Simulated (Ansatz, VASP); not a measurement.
**Tl: VASP beside Ansatz**

```
CELL_PARAMETERS angstrom
0.00000 2.54261 2.54261
2.54261 0.00000 2.54261
2.54261 2.54261 0.00000
ATOMIC_POSITIONS crystal
Tl 0.00000 0.00000 0.00000
```

Alike in both runs: functional revPBE; k mesh 11 × 11 × 11; occupations fermi-dirac, width 0.1 eV; no spin polarisation.

Ansatz relaxed the structure, and its values are those at the end. VASP's run is a single point on that final structure, the one shown.

|  | VASP | Ansatz |
| --- | --- | --- |
| version | VASP 6.6.1 | Ansatz 0.2.0 |
| potentials or method | VASP PAW PBE potentials, release 64 (Tl_d) | plane waves (420 eV) with PAW, scalar-relativistic |
| plane-wave cutoff (eV) | 520 | 420 |
| valence electrons in the cell | 13 | 13 |

```tsv
	VASP	Ansatz	Ansatz less VASP
pressure (GPa)	-0.1	0.0	+0.06
```

Caveats: the PAW data sets were made with another functional, which shifts forces and pressure a little (VASP). The runs have no spin-orbit coupling, so splittings on Tl are missing.
